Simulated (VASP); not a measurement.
Write the native input for VASP 6.6.1 that does the following.

| Item | Value |
| --- | --- |
| Task | relaxation of cell and atoms |
| Functional | BLYP |
| Potentials or basis | VASP PAW PBE potentials, release 64 (N, B) |
| Cutoff | 600 eV |
| k mesh | 13 × 13 × 13 |
| Occupations | fermi-dirac, width 0.05 eV |
| Spin | no spin polarisation |
| Further INCAR settings | ALGO = Normal; EDIFF = 1e-07; IBRION = 2; EDIFFG = -0.01; NSW = 40; ISIF = 3 |

The structure of BN lies in POSCAR:

```
BN
1.0
    0.0000000000      1.8130010000      1.8130010000
    1.8130010000      0.0000000000      1.8130010000
    1.8130010000      1.8130010000      0.0000000000
N B
1 1
Direct
    0.2500000000      0.2500000000      0.2500000000
    0.0000000000      0.0000000000      0.0000000000
```

The cell is a database's computed one.

One way to write it, as run:

INCAR

```
AGGAC = 1.0
AGGAX = 1.0
ALDAC = 0.0
ALDAX = 1.0
ALGO = Normal
EDIFF = 1E-7
EDIFFG = -0.01
ENCUT = 600
GGA = B5
IBRION = 2
ISIF = 3
ISMEAR = -1
LASPH = T
LCHARG = F
LREAL = F
LWAVE = F
NELM = 80
NSW = 40
PREC = Accurate
SIGMA = 0.05
```

KPOINTS

```
k-points
0
Gamma
  13 13 13
```

Potentials or basis: VASP PAW PBE potentials, release 64 (N, B).

Launch:

```bash
$ cat potpaw_PBE.64/N/POTCAR potpaw_PBE.64/B/POTCAR > POTCAR
$ mpirun -np 1 vasp_std > vasp.out
```

It gave:

- Relaxed volume: 6.06 Å³/atom
- Relaxed cell: a = 2.578 Å, b = 2.578 Å, c = 2.578 Å, α = 60.00°, β = 60.00°, γ = 60.00°
- Space group after relaxing (to 0.05 Å): F-43m (No. 216)
- Energy gained by relaxing: 1.8 meV/atom
- Ionic steps: 3
- Pressure after relaxing: 0.0 GPa
- Band gap on the k mesh: 4.91 eV, indirect (least direct gap 8.81 eV)

Caveat: the PAW data sets were made with another functional, which shifts forces and pressure a little; an odd mesh through Γ misses points on the zone boundary, where band edges often lie.

Wall time 37 s on 1 thread of Intel(R) Xeon(R) Platinum 8259CL CPU @ 2.50GHz (Skylake/Cascade Lake), on a shared host, peak memory 0.12 GiB.
